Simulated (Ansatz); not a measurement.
The system is Tl.

```
Tl
1.0
    -1.95600    1.95600    1.95600
     1.95600   -1.95600    1.95600
     1.95600    1.95600   -1.95600
Tl
1
Direct
  0.00000 0.00000 0.00000
```

This isn't the form of Tl at room conditions, which is hcp.

| Quantity | Value |
| --- | --- |
| Program | Ansatz 0.2.0 |
| Task | single point |
| Functional | PBE |
| Potentials or basis | Ansatz PAW |
| Cutoff | 420 eV (not typed: the program's choice for these potentials) |
| k mesh | 10 × 10 × 10 |
| Occupations | fermi-dirac, width 0.05 eV |
| Spin | no spin polarisation |

On this cell: pressure 1.4 GPa; band gap on the k mesh none (metal or under the smearing width).

The same run follows on a disturbed copy (cell strained at random at fixed volume):

```
Tl
1.0
    -1.90590    1.93071    1.95199
     1.91556   -1.92009    1.95103
     1.98715    2.00134   -1.94138
Tl
1
Cartesian
  0.0437 -0.0267 -0.0263
```

Problem. What changes?

Solution. The energy (extrapolated to zero smearing) moves by +4.1 meV/atom; pressure 1.4 GPa; band gap on the k mesh none (metal or under the smearing width).

Stress tensor (GPa, compression positive):
```
 1.39 -1.04 -0.10
-1.04  1.25 -0.13
-0.10 -0.13  1.59
```
